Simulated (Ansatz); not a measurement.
AlAs in the zincblende structure: a single-point calculation in the PAW code Ansatz (PBE). The cell was relaxed with r2SCAN and then strained (isotropic -2.0 % on every length), with the atoms relaxed again with r2SCAN; k points keep the names of the unstrained zone.

input.yaml:
```yaml
crystal:
  lattice:
    - [0.0, 2.7821461449, 2.7821461449]
    - [2.7821461449, 0.0, 2.7821461449]
    - [2.7821461449, 2.7821461449, 0.0]
  atoms:
    - { symbol: Al, position: [0.0, 0.0, 0.0] }
    - { symbol: As, position: [0.25, 0.25, 0.25] }
kpoints:
  mp_grid: { grid: [8, 8, 8] }
  band_path:
    path:
      - [0.0, 0.0, 0.0]
      - [-0.5, -0.5, 0.0]
      - [-0.375, -0.375, 0.25]
      - [-0.375, 0.0, 0.375]
      - [0.0, 0.0, 0.5]
      - [-0.5, -0.25, 0.25]
      - [0.0, 0.5, 0.5]
    npoints: 1
hamiltonian:
  xc: pbe
scf:
  occupations: { method: fermi_dirac, width: 0.02 }
  n_extra_bands: 4
output:
  forces: true
  stress: true
  eigenvalues: true
```

Command: `ansatz run input.yaml --threads 2 --pin off --max-ram 20275MiB --backend cpu --events-out ev --progress --plain --runs-dir out`.

Q: It took 0.83 s on 2 threads of AMD EPYC 7R13 Processor (Zen 3), on a shared host, load about 2.0 per core. What peak of host memory did it reach?

A: About 0.52 GiB.

Main lines of the log:
```
Functional definition: PBE
Crystal: 2 atoms, lattice volume = 43.069 Å³
Basis set: ecut = 420 eV, 869 PW (Γ)
Bands: 13, of which v1, the nominal top of the filled ones, is band 9 counted from 1 (8 counted from 0)
Symmetry: 24 space group operations
Space group: F-43m (ITA 216)
k-points: 29 of 512 (time reversal used)
SCF iter   1: HF=-5394.534817 eV  Δρ=1.41e-3  dr2=1.50e-3
preconditioner: auto → none  [insulator: Δε(μ)=1.331 eV  σ=0.020 eV  ℏωp=16.0 eV]
SCF iter   2: HF=-5394.534242 eV  Δρ=4.32e-4  dr2=6.91e-5
SCF iter   3: HF=-5394.534254 eV  Δρ=1.73e-4  dr2=7.18e-6
SCF iter   4: HF=-5394.534264 eV  Δρ=2.48e-5  dr2=3.20e-7
SCF iter   5: HF=-5394.534263 eV  Δρ=9.75e-6  dr2=2.10e-8
SCF iter   6: HF=-5394.534263 eV  Δρ=1.30e-6  dr2=8.29e-10
SCF 1 converged in 6 iterations: F = -5394.534263 eV  dr2 = 8.29e-10
SCF converged after 6 iterations
Free energy (F): -5394.534263 eV
Fermi energy:    7.622132 eV
--- Forces (eV/Å), atoms counted from 1 ---
  atom   1  Al      0.00000      0.00000      0.00000
  atom   2  As      0.00000      0.00000      0.00000
--- Stress (GPa, compression-positive) ---
        7.066617       0.000000       0.000000
        0.000000       7.066617       0.000000
        0.000000       0.000000       7.066617
  P = ⅓ Tr σ = 7.0666 GPa (70.666 kbar)
```

bands.tsv, columns around the gap (it counts bands from 0):
```tsv
# k_distance	band_4	band_5	band_6	band_7	band_8	band_9	band_10	band_11	band_12
# fermi_ev = 7.622132
# [0, 0, 0] at k_distance = 0.000000
# [-0.5, -0.5, 0] at k_distance = 1.129198
# [-0.375, -0.375, 0.25] at k_distance = 1.528429
# [-0.375, 0, 0.375] at k_distance = 2.219919
# [0, 0, 0.5] at k_distance = 2.911408
# [-0.5, -0.25, 0.25] at k_distance = 3.709871
# [0, 0.5, 0.5] at k_distance = 4.972353
# levels_relative_to = fermi_ev
0.000	-35.033	-12.837	-0.676	-0.676	-0.676	1.793	3.719	3.719	3.719
1.129	-35.032	-10.701	-6.277	-2.958	-2.958	0.676	1.629	10.050	10.050
1.528	-35.033	-10.733	-5.994	-4.291	-2.567	1.539	4.415	7.744	7.983
2.220	-35.033	-10.733	-5.994	-4.291	-2.567	1.539	4.415	7.744	7.983
2.911	-35.033	-11.299	-6.469	-1.533	-1.533	1.670	4.053	4.053	7.175
3.710	-35.033	-10.663	-5.892	-4.046	-3.665	3.670	5.230	5.244	5.451
4.972	-35.032	-10.701	-6.277	-2.958	-2.958	0.676	1.629	10.050	10.050
```
In order the rows are Γ, X, U, K, L, W, X.

The PBE gap is indirect, 1.35 eV (Γ to X), below the direct gap of 2.47 eV at Γ. At this geometry PBE finds +7.07 GPa, compression counted positive: its own equilibrium volume is larger.

Calculated for a static, non-magnetic cell.

The runs are scalar-relativistic, without spin-orbit coupling.
